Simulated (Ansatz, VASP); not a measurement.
## BaS in VASP and in Ansatz

```
Ba S
1.0
     0.00000    3.16630    3.35628
     3.16630    0.00000    3.35628
     3.16630    3.16630    0.00000
Ba S
1 1
Direct
  0.00000 0.00000 0.00000
  0.50000 0.50000 0.50000
```

Change from the starting cell: strain +0.0600 x Voigt [0, 0, 1, 0, 0, 0], atoms carried along.

Alike in both runs: task single point; functional PBEsol; k mesh 8 × 8 × 8; occupations gaussian, width 0.05 eV; no spin polarisation.

```csv
,VASP,Ansatz
version,VASP 6.6.1,Ansatz 0.2.0
potentials or method,"VASP PAW PBE potentials, release 64 (Ba_sv, S)","scalar-relativistic, plane waves, PAW"
plane-wave cutoff (eV),520,420
valence electrons in the cell,16,16
```

VASP gave:

```
gap on the k mesh at the Fermi level (eV)       : 1.98
least direct gap on the mesh (eV)               : 2.13
pressure (GPa)                                  : -1.5
largest component of the traceless stress (GPa) : 2.42
```

Which values does Ansatz return?

gap on the k mesh at the Fermi level (eV): 2.08; least direct gap on the mesh (eV): 2.19; pressure (GPa): -2.1; largest component of the traceless stress (GPa): 2.17.

The functional is the same, so the differences come from potentials, cutoffs and numerics.

Caveats: the PAW data sets were made with another functional, which shifts forces and pressure a little (VASP); spin-orbit coupling is left out, which moves the levels of the heavy elements. A k mesh can miss the band edges.
